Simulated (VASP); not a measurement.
Here is a VASP 6.6.1 calculation.

File INCAR:

```
SYSTEM = TiO2
PREC     = Accurate       ! precision mode
ENCUT    = 600            ! plane-wave cutoff, eV
EDIFF    = 1E-7           ! SCF threshold, eV
ISMEAR   = 0              ! smearing method
SIGMA    = 0.03           ! smearing width, eV
LREAL    = .FALSE.        ! projectors in reciprocal space
LASPH    = .TRUE.         ! aspherical terms in the spheres
NELM     = 80             ! most SCF steps
ALGO     = Normal         ! electronic algorithm
ISIF     = 3              ! what is computed and relaxed
LWAVE    = .FALSE.        ! write WAVECAR
LCHARG   = .FALSE.        ! write CHGCAR
GGA      = PS             ! functional
IBRION   = 2              ! ionic algorithm
NSW      = 90             ! ionic steps
EDIFFG   = -0.005         ! ionic threshold
KPAR     = 2
```

The input KPOINTS:

```
Automatic mesh
0
G
  6 6 10
  0 0 0
```

Contents of POSCAR:

```
TiO2                                    
1.0
    4.5924156965      0.0000000000      0.0000000000
    0.0000000000      4.5924156965      0.0000000000
    0.0000000000      0.0000000000      2.9417133051
  Ti              O             
     2     4
Direct
     1.0000000000000000    1.0000000000000000    0.0000000000000000
     0.5000000000000000    0.5000000000000000    0.5000000000000000
     0.3042848952318485    0.3042848952318485    1.0000000000000000
     0.1957151047681514    0.8042848952318487    0.5000000000000000
     0.6957151047681513    0.6957151047681513    0.0000000000000000
     0.8042848952318487    0.1957151047681514    0.5000000000000000
```

Potentials or basis: VASP PAW PBE potentials, release 64 (Ti_sv, O).

Launch:

```console
$ cat potpaw_PBE.64/Ti_sv/POTCAR potpaw_PBE.64/O/POTCAR > POTCAR
$ mpirun -np 2 vasp_std > vasp.out
```

Estimate the relaxed cell.

a = 4.593 Å, b = 4.593 Å, c = 2.942 Å, α = 90.00°, β = 90.00°, γ = 90.00°.

What does it give for the band gap on the k mesh?

1.83 eV, direct.

Predict the relaxed volume.

10.34 Å³/atom.

Final structure:
```xyz
6
Lattice="4.5927 0.0000 0.0000 0.0000 4.5927 0.0000 0.0000 0.0000 2.9417" Properties=species:S:1:pos:R:3 pbc="T T T"
Ti    0.0000    0.0000    0.0000
Ti    2.2964    2.2964    1.4709
O     1.3977    1.3977    2.9417
O     0.8987    3.6940    1.4709
O     3.1950    3.1950    0.0000
O     3.6940    0.8987    1.4709
```

Caveat: the PAW data sets were made with another functional, which shifts forces and pressure a little. A k mesh can miss the band edges.
